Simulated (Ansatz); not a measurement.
Level of theory: Ansatz 0.2.0, DFT PBE, scalar-relativistic, plane waves, PAW. Settings: cutoff 420 eV, Γ-centred meshes spaced at most about 0.3 Å⁻¹, and about 0.25 Å⁻¹ or finer for metals (2π included), Gaussian smearing. No spin polarisation.

All energies are static (0 K, no zero-point motion).

Two forms of Zr₅N₂ were relaxed alike.

A.

```cif
data_structure
_symmetry_space_group_name_H-M 'R-3m:H'
_symmetry_Int_Tables_number 166
_cell_length_a 3.2649
_cell_length_b 3.2649
_cell_length_c 39.7480
_cell_angle_alpha 90.000
_cell_angle_beta 90.000
_cell_angle_gamma 120.000
_cell_volume 366.93
loop_
_atom_site_label
_atom_site_type_symbol
_atom_site_symmetry_multiplicity
_atom_site_Wyckoff_symbol
_atom_site_fract_x
_atom_site_fract_y
_atom_site_fract_z
_atom_site_occupancy
Zr1 Zr 6 c 0.66667 0.33333 0.93178 1
Zr2 Zr 6 c 0.33333 0.66667 0.86856 1
Zr3 Zr 3 a 0.00000 0.00000 0.00000 1
N1 N 6 c 0.00000 0.00000 0.89981 1
```

B.

```cif
data_structure
_symmetry_space_group_name_H-M 'P-3m1'
_symmetry_Int_Tables_number 164
_cell_length_a 3.2735
_cell_length_b 3.2735
_cell_length_c 13.2067
_cell_angle_alpha 90.000
_cell_angle_beta 90.000
_cell_angle_gamma 120.000
_cell_volume 122.56
loop_
_atom_site_label
_atom_site_type_symbol
_atom_site_symmetry_multiplicity
_atom_site_Wyckoff_symbol
_atom_site_fract_x
_atom_site_fract_y
_atom_site_fract_z
_atom_site_occupancy
Zr1 Zr 2 d 0.66667 0.33333 0.79666 1
Zr2 Zr 2 d 0.33333 0.66667 0.60540 1
Zr3 Zr 1 a 0.00000 0.00000 0.00000 1
N1 N 2 c 0.00000 0.00000 0.69781 1
```

Question: Which is lower in energy, and by how much?

Answer: B is lower, by 12 meV/atom. A has space group R-3m (No. 166), 17.5 Å³/atom and no gap on its mesh; B has space group P-3m1 (No. 164), 17.5 Å³/atom and no gap. Counting Zr atoms around N (those within 1.25 times the shortest such distance or 1.15 times the sum of covalent radii, 1.27 where that leaves under three), A and B both have N 6. Both come from invented guesses.

For metals, differences of a few meV/atom aren't resolved. Cells relaxed within their symmetry can be saddle points.
